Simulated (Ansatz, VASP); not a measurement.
## Se in VASP and in Ansatz

File INCAR:

```
ALGO = Normal
EDIFF = 1E-6
ENCUT = 520
GGA = PE
ISIF = 2
ISMEAR = 0
LASPH = True
LCHARG = True
LELF = True
LREAL = False
LVHAR = True
LWAVE = False
NBANDS = 9
NELM = 100
PREC = Accurate
SIGMA = 0.02
```

File KPOINTS:

```
k-points
0
Gamma
  9 9 9
```

POSCAR

```
Se
1.0
    2.7895160000      0.0450880000     -0.0033490000
    0.0450880000      2.7997670000      0.0051240000
   -0.0033490000      0.0051240000      2.8434420000
Se
1
Direct
    0.0452770000      0.0008780000     -0.0072040000
```

The input input.yaml:

```yaml
crystal:
  lattice:
    - [2.789516, 0.045088, -0.003349]
    - [0.045088, 2.799767, 0.005124]
    - [-0.003349, 0.005124, 2.843442]
  atoms:
    - { symbol: Se, position: [0.045277, 0.000878, -0.007204] }
kpoints:
  mp_grid: { grid: [9, 9, 9] }
scf:
  occupations: { method: gaussian, width: 0.02 }
hamiltonian:
  xc: pbe
  pseudopotentials: { kind: all_electron, lapw: { basis_error: 0.001 } }
output:
  forces: true
  stress: true
  eigenvalues: true
```

Change from the starting cell: cell strained at random at fixed volume.

Alike in both runs: task single point; functional PBE; k mesh 9 × 9 × 9; occupations gaussian, width 0.02 eV; no spin polarisation.

```csv
,VASP,Ansatz
version,VASP 6.6.1,Ansatz 0.2.0
potentials or method,"VASP PAW PBE potentials, release 64 (Se)","all-electron LAPW, scalar-relativistic"
plane-wave cutoff (eV),520,see its input
```

Ansatz gave:

```
gap on the k mesh at the Fermi level (eV)       : none
pressure (GPa)                                  : 2.0
largest component of the traceless stress (GPa) : 0.49
```

Estimate VASP's values.

gap on the k mesh at the Fermi level (eV): none; pressure (GPa): 2.0; largest component of the traceless stress (GPa): 0.50.

A gap of «none» marks a metal or a gap that the smearing closes. Ansatz ran all-electron here, so the differences hold the error of VASP's frozen core and of both bases.
